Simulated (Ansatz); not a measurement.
# TiAl (Pm-3m) in Ansatz: further runs

The runs below take TiAl through band structure, with PBEsol.

Everything below comes from runs of Ansatz 0.2.0. Logs are shortened: lines on timing, memory, paths and dates and some standing lists are left out, and cuts for length are marked.

**1. Starting point**

It takes space group Pm-3m (No. 221, cubic). Conventional cell: a = 3.179 Å, b = 3.179 Å, c = 3.179 Å, α = 90.00°, β = 90.00°, γ = 90.00°. Ti (site symmetry m-3m) has 8 Al at 2.75 Å as nearest neighbours. Al (site symmetry m-3m) is surrounded by 8 Ti at 2.75 Å.

The cell comes from a database or a generator and needn't be the stable form of this composition.

**2. Band structure, PBEsol**

input.yaml reads:

```yaml
crystal:
  lattice:
    - [3.179064, 0.0, 0.0]
    - [0.0, 3.179064, 0.0]
    - [0.0, 0.0, 3.179064]
  atoms:
    - { symbol: Ti, position: [0.0, 0.0, 0.0] }
    - { symbol: Al, position: [0.5, 0.5, 0.5] }
kpoints:
  mp_grid: { grid: [8, 8, 8] }
  band_path:
    path:
      - [0.0, 0.0, 0.0]
      - [0.0, 0.5, 0.0]
      - [0.5, 0.5, 0.0]
      - [0.0, 0.0, 0.0]
      - [0.5, 0.5, 0.5]
      - [0.0, 0.5, 0.0]
    npoints: 6
scf:
  occupations: { method: fermi_dirac, width: 0.05 }
hamiltonian:
  xc: pbesol
  pseudopotentials: { kind: all_electron, lapw: { basis_error: 0.001 } }
output:
  forces: true
  stress: true
  eigenvalues: true
```

Potentials or basis: all-electron LAPW, scalar-relativistic.

Started as:

```sh
$ ansatz run input.yaml --threads 1 --pin off --max-ram 3072MiB --backend cpu --events-out ev --progress --plain --runs-dir out
```

What it wrote:

```text
Warning: RAYON_NUM_THREADS=1 ignored (pool sized by the plan → 1); use --threads N
LAPW: plane waves up to 7.327 Å⁻¹, error target 1.0e-3 eV per atom; small_component_spin mean_spin; Al in spheres of 1.238 Å, 11 of its electrons in bands, Dirac shells []; Ti in spheres of 1.515 Å, 12 of its electrons in bands, Dirac shells [] (how accurate: hamiltonian.pseudopotentials.lapw.basis_error, Limitations)
Engine: ansatz 0.2.0, aarch64-unknown-linux-gnu
Pseudopotentials: kind: all_electron
Pseudopotential: Ti, LAPW, valence charge 12, lapw/all_electron/scalar/gaussian/Ti, Koelling and Harmon's equation, gaussian nucleus
Pseudopotential: Al, LAPW, valence charge 11, lapw/all_electron/scalar/gaussian/Al, Koelling and Harmon's equation, gaussian nucleus
Functional definition: PBEsol
  exchange = pbesol_x
  correlation = pbesol_c
Crystal: 2 atoms, lattice volume = 32.129 Å³
Basis set: ecut = 204.51278259218483 eV, 203 PW (Γ), exchange–correlation at level 2
Bands: 16, of which v1, the nominal top of the filled ones, is band 12 counted from 1 (11 counted from 0)
Symmetry: 48 space group operations
Space group: Pm-3m (ITA 221), of the structure as read, at distance tolerance 3.2e-5 Å
k-points: 35 of 512
Non-local potential: Ti, projectors of the file, none
Non-local potential: Al, projectors of the file, none
Initial density: superposition of atomic densities (chi_scale 0.1, normalization cell, long waves kept (reshape's long-wave potential 0.00 eV rms))
Initial wavefunctions: plane waves of lowest kinetic energy (no species holds an atomic orbital)
Functional: x = pbesol(κ = 0.804, μ = 0.12345679012345678), c = pbesol(β = 0.046)
iter 1 solved again at ethr=3.74e-4 eV; its pass at ethr=1.00e-1 eV (dr2=8.61e-2 eV) is discarded
SCF iter   1: F=—  HF=-29802.851069 eV  |F-HF|=—  |Δ(HF+E_count)|=         —  Δρ=1.90e-2  dr2=8.67e-2  ethr=3.74e-4  ⟨swp⟩=2.9  Hψ=4060  notcnv=0
preconditioner: auto → none  [metal: Δε(μ)=0.038 eV  Ē_g=5.547 eV  σ=0.050 eV  W_gap=0.19  n_scr=6 (ndim 8)  ℏωp=17.3 eV  f_vac=0.000  D(μ)=2.71/eV (n_scr^D=26)  sad-step TF]
SCF iter   2: F=—  HF=-29802.764830 eV  |F-HF|=—  |Δ(HF+E_count)|=   8.62e-2  Δρ=1.46e-2  dr2=1.16e-1  ethr=3.74e-4  ⟨swp⟩=2.8  Hψ=1776  notcnv=0
SCF iter   3: F=—  HF=-29802.704704 eV  |F-HF|=—  |Δ(HF+E_count)|=   6.01e-2  Δρ=6.92e-3  dr2=1.19e-2  ethr=3.74e-4  ⟨swp⟩=2.2  Hψ=1727  notcnv=0
SCF iter   4: F=—  HF=-29802.693556 eV  |F-HF|=—  |Δ(HF+E_count)|=   1.11e-2  Δρ=2.59e-3  dr2=1.74e-3  ethr=5.19e-5  ⟨swp⟩=2.0  Hψ=1587  notcnv=0
iter 5 solved again at ethr=2.58e-7 eV; its pass at ethr=7.55e-6 eV (dr2=5.92e-5 eV) is discarded
SCF iter   5: F=—  HF=-29802.692433 eV  |F-HF|=—  |Δ(HF+E_count)|=         —  Δρ=4.62e-4  dr2=5.94e-5  ethr=2.58e-7  ⟨swp⟩=2.0  Hψ=2695  notcnv=0
the basis was enlarged: its passes take 437.2 KiB over the memory plan, 1 of 1 planned eigensolver slots
SCF iter   6: F=—  HF=-29802.692414 eV  |F-HF|=—  |Δ(HF+E_count)|=   1.89e-5  Δρ=4.58e-5  dr2=5.94e-7  ethr=2.58e-7  ⟨swp⟩=2.0  Hψ=1575  notcnv=0
SCF iter   7: F=-29802.692414 eV  HF=-29802.692414 eV  |F-HF|=5.82e-10  |Δ(HF+E_count)|=   4.75e-9  Δρ=2.22e-6  dr2=1.25e-9  ethr=2.58e-9  ⟨swp⟩=2.0  Hψ=1575  notcnv=0
SCF 1 converged in 7 iterations: F = -29802.692414 eV  dr2 = 1.25e-9
NSCF: frozen V_eff on 31 k-points
SCF converged after 7 iterations
Free energy (F): -29802.692414 eV
Harris-Foulkes:  -29802.692414 eV  (|F-HF|=5.82e-10)
Internal energy: -29802.669042 eV  (E = F + TS)
E sigma→0 (E₀):  -29802.680728 eV
Entropy (-TS):   -0.023372 eV (-11.686 meV/atom)
Fermi energy:    12.533102 eV
--- Per-component energies (eV) ---
  E_band       = -634.965290
  E_kinetic    = 30034.006509
  E_xc         = -1616.380276
  E_electrostatic = -58220.295276  (all electrons and nuclei)
  E_smearing   = -0.023372  (= −TS)
  E_closure    = 0.000000  (closes the sum)
  E_atoms      = -29790.843840  (free atoms, spherical and without spin; not in F)
  Σ components = -29802.692414   (vs F -29802.692414, Δ=0.00e0)
  Basis errors (estimates in eV, not in F): energy 2.0e-4 per atom: plane waves 1.6e-4 (8.5e-5 summed), levels above the bands 2.8e-28, relativity 4.1e-9, radial functions 3.8e-5, core shells 5.6e-9; eigenvalues (radial functions only) 2.3e-6; not estimated: angular momenta, meshes, grids; target (lapw.basis_error) 1.0e-3; muffin-tin radii Al 1.238 Å, Ti 1.515 Å
--- Forces (eV/Å), atoms counted from 1 ---
  atom   1  Ti    -0.00000000     0.00000000    -0.00000000
  atom   2  Al     0.00000000    -0.00000000    -0.00000000
  max |Σ_I F_I| component: 9.86e-32 eV/Å
--- Stress (GPa, compression-positive) ---
       -2.413138      -0.000000       0.000000
       -0.000000      -2.413138       0.000000
        0.000000       0.000000      -2.413138
  P = ⅓ Tr σ = -2.4131 GPa (-24.131 kbar)
--- Band table (eV; the first three rows and the last of 35) ---
  k-point 0: bands = ["-90.0036", "-51.6784", "-51.6784", "-51.6784", "-44.1019", "-20.4137", "-20.4137", "-20.4137", "3.2738", "11.1004", "11.1004", "14.3313", "14.3313", "14.3313", "16.9424", "16.9424"]
  k-point 1: bands = ["-90.0036", "-51.6788", "-51.6783", "-51.6783", "-44.0996", "-20.4395", "-20.4114", "-20.4114", "3.5226", "10.9493", "11.2106", "13.9479", "13.9479", "14.3605", "16.0957", "17.5094"]
  k-point 2: bands = ["-90.0035", "-51.6800", "-51.6782", "-51.6782", "-44.0941", "-20.5015", "-20.4060", "-20.4060", "4.2475", "10.1666", "11.5002", "13.3083", "13.3083", "14.4320", "15.2961", "18.7232"]
  k-point 34: bands = ["-90.0031", "-51.6810", "-51.6810", "-51.6810", "-44.0576", "-20.5419", "-20.5419", "-20.5419", "9.4381", "9.4381", "9.4381", "13.1750", "15.3618", "15.3618", "15.4470", "15.4470"]
```

It took 6.2 s on 1 thread of Arm Neoverse V1, shared host; peak memory 0.26 GiB.

Results:

```yaml
Free_energy: -29802.6924 eV
Pressure: -2.4 GPa
Band_gap_along_the_path: none (metal or under the smearing width)
```

Levels at the corners of the path, in eV from the Fermi level:
```tsv
point	band 7	band 8	band 9	band 10	band 11	band 12	band 13	band 14	band 15	band 16
Γ	-32.95	-32.95	-9.26	-1.43	-1.43	1.80	1.80	1.80	4.41	4.41
X	-32.93	-32.93	-6.01	-5.19	-0.54	0.14	0.14	2.00	3.02	6.55
M	-33.10	-32.92	-5.01	-2.09	-2.09	-1.47	0.70	0.70	2.76	4.71
Γ	-32.95	-32.95	-9.26	-1.43	-1.43	1.80	1.80	1.80	4.41	4.41
R	-33.08	-33.08	-3.10	-3.10	-3.10	0.64	2.83	2.83	2.91	2.91
X	-32.93	-32.93	-6.01	-5.19	-0.54	0.14	0.14	2.00	3.02	6.55
```

**3. Band structure, PBEsol**

Edit input.yaml of step 2 so:

```diff
@@ -23,3 +23,6 @@
   xc: pbesol
-  pseudopotentials: { kind: all_electron, lapw: { basis_error: 0.001 } }
+  pseudopotentials:
+    kind: all_electron
+    lapw: { basis_error: 0.001 }
+    relativity: none
 output:
```

Potentials or basis: all-electron LAPW, non-relativistic.

Started as:

```sh
$ ansatz run input.yaml --threads 1 --pin off --max-ram 3072MiB --backend cpu --events-out ev --progress --plain --runs-dir out
```

It took 5.9 s on 1 thread of Arm Neoverse V1, shared host; peak memory 0.25 GiB.

The run converged. Its results:

| Quantity | Value |
| --- | --- |
| Free energy | -29668.6995 eV |
| Pressure | -2.1 GPa |
| Band gap along the path | none (metal or under the smearing width) |

Levels at the corners of the path, in eV from the Fermi level:
| point | band 9 | band 10 | band 11 | band 12 | band 13 | band 14 |
| --- | --- | --- | --- | --- | --- | --- |
| Γ | -9.17 | -1.44 | -1.44 | 1.76 | 1.76 | 1.76 |
| X | -5.96 | -5.11 | -0.56 | 0.12 | 0.12 | 1.97 |
| M | -4.98 | -2.05 | -2.05 | -1.42 | 0.68 | 0.68 |
| Γ | -9.17 | -1.44 | -1.44 | 1.76 | 1.76 | 1.76 |
| R | -3.09 | -3.09 | -3.09 | 0.70 | 2.79 | 2.79 |
| X | -5.96 | -5.11 | -0.56 | 0.12 | 0.12 | 1.97 |

**4. Band structure, PBEsol**

Edit input.yaml of step 3 so:

```diff
@@ -23,6 +23,3 @@
   xc: pbesol
-  pseudopotentials:
-    kind: all_electron
-    lapw: { basis_error: 0.001 }
-    relativity: none
+  pseudopotentials: { kind: all_electron, datasets: crystal }
 output:
@@ -31 +28,3 @@
   eigenvalues: true
+  elf: true
+  volumetric_format: npy
```

Potentials or basis: all-electron PAW datasets made for the crystal.

Started as:

```sh
$ ansatz run input.yaml --threads 1 --pin off --max-ram 3072MiB --backend cpu --events-out ev --progress --plain --runs-dir out
```

Wall time 7.2 s (1 thread of Arm Neoverse V1, shared host); peak memory 0.37 GiB.

It converged, with:

```yaml
Free_energy: -29802.6926 eV
Pressure: -2.4 GPa
Band_gap_along_the_path: none (metal or under the smearing width)
```

Levels at the corners of the path, in eV from the Fermi level:
| point | band 1 | band 2 | band 3 | band 4 | band 5 | band 6 |
| --- | --- | --- | --- | --- | --- | --- |
| Γ | -9.26 | -1.43 | -1.43 | 1.80 | 1.80 | 1.80 |
| X | -6.01 | -5.19 | -0.54 | 0.14 | 0.14 | 2.00 |
| M | -5.01 | -2.09 | -2.09 | -1.47 | 0.70 | 0.70 |
| Γ | -9.26 | -1.43 | -1.43 | 1.80 | 1.80 | 1.80 |
| R | -3.09 | -3.09 | -3.09 | 0.64 | 2.83 | 2.83 |
| X | -6.01 | -5.19 | -0.54 | 0.14 | 0.14 | 2.00 |

**5. Band structure, PBEsol**

Edit input.yaml of step 4 so:

```diff
@@ -23,3 +23,6 @@
   xc: pbesol
-  pseudopotentials: { kind: all_electron, datasets: crystal }
+  pseudopotentials:
+    kind: all_electron
+    lapw: { basis_error: 0.001 }
+    dirac_shells: { Al: ["2p"], Ti: ["2p"] }
 output:
@@ -28,3 +31 @@
   eigenvalues: true
-  elf: true
-  volumetric_format: npy
```

Potentials or basis: all-electron LAPW, inner shells corrected to Dirac's equation.

Started as:

```sh
$ ansatz run input.yaml --threads 1 --pin off --max-ram 3072MiB --backend cpu --events-out ev --progress --plain --runs-dir out
```

Wall time 6.3 s (1 thread of Arm Neoverse V1, shared host); peak memory 0.26 GiB.

The run converged. Its results:

```yaml
Free_energy: -29802.9068 eV
Pressure: -2.4 GPa
Band_gap_along_the_path: none (metal or under the smearing width)
```

Levels at the corners of the path, in eV from the Fermi level:
| point | band 9 | band 10 | band 11 | band 12 | band 13 | band 14 |
| --- | --- | --- | --- | --- | --- | --- |
| Γ | -9.26 | -1.43 | -1.43 | 1.80 | 1.80 | 1.80 |
| X | -6.01 | -5.19 | -0.54 | 0.14 | 0.14 | 2.00 |
| M | -5.01 | -2.09 | -2.09 | -1.47 | 0.70 | 0.70 |
| Γ | -9.26 | -1.43 | -1.43 | 1.80 | 1.80 | 1.80 |
| R | -3.09 | -3.09 | -3.09 | 0.64 | 2.83 | 2.83 |
| X | -6.01 | -5.19 | -0.54 | 0.14 | 0.14 | 2.00 |

**6. For comparison**

An earlier run on the cell as given: functional PBEsol; potentials or basis all-electron LAPW, scalar-relativistic; cutoff 205 eV (chosen from the basis error); basis error allowed 0.001 eV/atom; k mesh 8 × 8 × 8; occupations fermi-dirac, width 0.05 eV; no spin polarisation.

* Pressure: -2.4 GPa
* Band gap on the k mesh: none (metal or under the smearing width)
* Loewdin charges: Ti +0.51; Al -0.43 e

**7. Overview**

```csv
task,potentials or basis,cutoff (eV),basis error allowed,pressure (GPa)
band structure,"all-electron LAPW, scalar-relativistic",205,0.001 eV/atom,-2.4
band structure,"all-electron LAPW, non-relativistic",205,0.001 eV/atom,-2.1
band structure,all-electron PAW datasets made for the crystal,220,-,-2.4
band structure,"all-electron LAPW, inner shells corrected to Dirac's equation",205,0.001 eV/atom,-2.4
single point,"all-electron LAPW, scalar-relativistic",205,0.001 eV/atom,-2.4
```

Alike in all rows: level PBEsol; no spin polarisation; cell as given; k mesh 8 × 8 × 8; smearing fermi-dirac 0.05 eV.

Compare energies only between runs with the same functional and basis.
